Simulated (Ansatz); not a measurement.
C: what symmetry allows forces and stress to be

```yaml
crystal:
  lattice:
    - [0.00000, 2.12700, 3.34800]
    - [1.22800, 0.00000, 3.34800]
    - [1.22800, 2.12700, 0.00000]
  atoms:
    - { symbol: C, position: [0.16667, 0.83333, 0.16667] }
    - { symbol: C, position: [0.88622, 0.11378, 0.88622] }
```

The calculation used DFT PBE, scalar-relativistic, plane waves, PAW (Ansatz).

Cutoff 420 eV; k points 14×14×14 on the computed 2-atom cell (Γ-centred); Gaussian smearing, width 0.02 eV; no spin polarisation.

This distorted cell has space group Fmmm, with 8 operations.

Q: Without a calculation: in which directions can each atom feel a force?

A: A force must be left unchanged by every operation that keeps its atom in place, so it lies in the space that those operations leave fixed. Atoms that the group maps onto each other feel forces of one size.
```csv
atom,site symmetry,operations at the site,equivalent to atom,allowed force (Cartesian)
C1,m2m,4,1,"along (0.00, 1.00, 0.00)"
C2,m2m,4,1,"along (0.00, 1.00, 0.00)"
```

That leaves 1 independent force component of 6. A relaxation in this cell that keeps the symmetry moves the atoms in these directions alone.

Q: And the stress tensor?

A: It must be invariant under the point group, which leaves 3 independent components: yz, xz, xy vanish.

Q: Do the computed values obey this?

A: Yes. Forces (eV/Å):
```
C1    0.000  16.189   0.000
C2    0.000 -16.189   0.000
```

Stress (GPa, compression positive, xx yy zz yz xz xy): 4.82 94.39 2.93 0.00 0.00 0.00. The program imposes the same operations on density, forces and stress, so this confirms the analysis and is no independent test of the calculation.

The cell holds layers, and where no dispersion correction was added their binding is poorly described. Some atoms are far too close here, so the PAW spheres overlap strongly and the numbers are rough. The smearing is narrow for a metal on this mesh.

This form isn't the element's structure at ambient conditions.